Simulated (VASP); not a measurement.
Hg: single point with PBE+D3(BJ)

The system is Hg.

```
CELL_PARAMETERS angstrom
3.44194 0.00000 0.00000
-1.72097 2.98081 0.00000
0.00000 0.00000 11.06233
ATOMIC_POSITIONS crystal
Hg 0.00000 0.00000 0.00000
Hg 0.33333 0.66667 0.25000
Hg 0.00000 0.00000 0.50000
Hg 0.66667 0.33333 0.75000
```

- Program: VASP 6.6.1
- Task: single point
- Functional: PBE
- Dispersion: D3(BJ)
- Potentials or basis: VASP PAW PBE potentials, release 64 (Hg)
- Cutoff: 520 eV
- k mesh: 6 × 6 × 2
- Occupations: gaussian, width 0.1 eV
- Spin: no spin polarisation
- Dipole correction: no
- Further INCAR settings: ALGO = Normal; EDIFF = 1e-06; NBANDS = 32

```
Pressure                   : -1.1 GPa
Band gap on the k mesh     : none (metal or under the smearing width)
Dispersion energy per atom : -0.369 eV
```

Stress tensor (GPa, compression positive):
```
-1.26  0.00  0.00
 0.00 -1.26  0.00
 0.00  0.00 -0.63
```

Levels at points of the mesh, in eV from the Fermi level:
```
           k point  band 21  band 22  band 23  band 24  band 25  band 26  band 27  band 28
(0.00, 0.00, 0.00)    -5.33    -5.17    -5.17    -1.27    -0.26     6.54     6.56    11.34
(0.50, 0.00, 0.00)    -1.95    -1.75    -0.88    -0.32    -0.04     0.28     2.93     3.24
(0.00, 0.00, 0.50)    -5.25    -5.25    -3.48    -3.48     2.63     2.63    10.87    10.87
(0.50, 0.00, 0.50)    -1.72    -1.72    -1.18    -1.18     1.32     1.32     1.84     1.84
```

It took 32 s on 1 thread of AMD EPYC 7R13 Processor (Zen 3), on a shared host, peak memory 0.22 GiB.

Caveat: pairwise dispersion overbinds metals, which lowers pressure and volume. Spin-orbit coupling is left out, which matters for the levels of Hg.
